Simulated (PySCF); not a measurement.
Cartesian coordinates in Å; atom numbers follow the order of the lines, from 1:
```xyz
22

C    -1.708   -1.612    0.096
C    -0.805   -0.762    0.988
N     0.022    0.225    0.323
C    -0.719    1.333   -0.244
C     0.070    2.633   -0.270
C     1.024   -0.310   -0.574
C     2.030   -1.223    0.104
H    -2.409   -0.991   -0.483
H    -1.129   -2.216   -0.619
H    -2.306   -2.308    0.705
H    -0.152   -1.424    1.581
H    -1.424   -0.226    1.728
H    -1.094    1.109   -1.269
H    -1.619    1.483    0.375
H    -0.548    3.454   -0.663
H     0.403    2.897    0.745
H     0.963    2.564   -0.909
H     1.569    0.543   -1.006
H     0.569   -0.839   -1.445
H     2.840   -1.485   -0.594
H     1.578   -2.167    0.446
H     2.472   -0.722    0.979
```

Geometry: PBE0-D3(BJ)/def2-SVP; GIAO absolute shieldings from PySCF 2.14.0 with density-fitted response routines, gas phase, non-relativistic, averaged over equivalent atoms.

At PBE0/STO-3G (50 basis functions, 5.1 s wall time on 1 thread of an Arm Neoverse V2, shared host):
```json
{"atoms": "C2/C4/C6", "σ (ppm)": "192.3"}
{"atoms": "C1/C5/C7", "σ (ppm)": "217.8"}
{"atoms": "N3", "σ (ppm)": "294.0"}
{"atoms": "H11/H12/H13/H14/H18/H19", "σ (ppm)": "31.28"}
{"atoms": "H8/H9/H10/H15/H16/H17/H20/H21/H22", "σ (ppm)": "31.90"}
```

Question: What do these become at B3LYP/pcSseg-1?

Answer: 
```json
{"atoms": "C2/C4/C6", "σ at B3LYP/pcSseg-1": "131.3", "change": "-61.0"}
{"atoms": "C1/C5/C7", "σ at B3LYP/pcSseg-1": "166.9", "change": "-50.9"}
{"atoms": "N3", "σ at B3LYP/pcSseg-1": "200.1", "change": "-93.9"}
{"atoms": "H11/H12/H13/H14/H18/H19", "σ at B3LYP/pcSseg-1": "28.87", "change": "-2.41"}
{"atoms": "H8/H9/H10/H15/H16/H17/H20/H21/H22", "σ at B3LYP/pcSseg-1": "30.40", "change": "-1.50"}
```

The largest change is at N3 (amine nitrogen). Cost: 194 basis functions, 29 s wall time on 1 thread of an x86-64 server CPU, shared host.
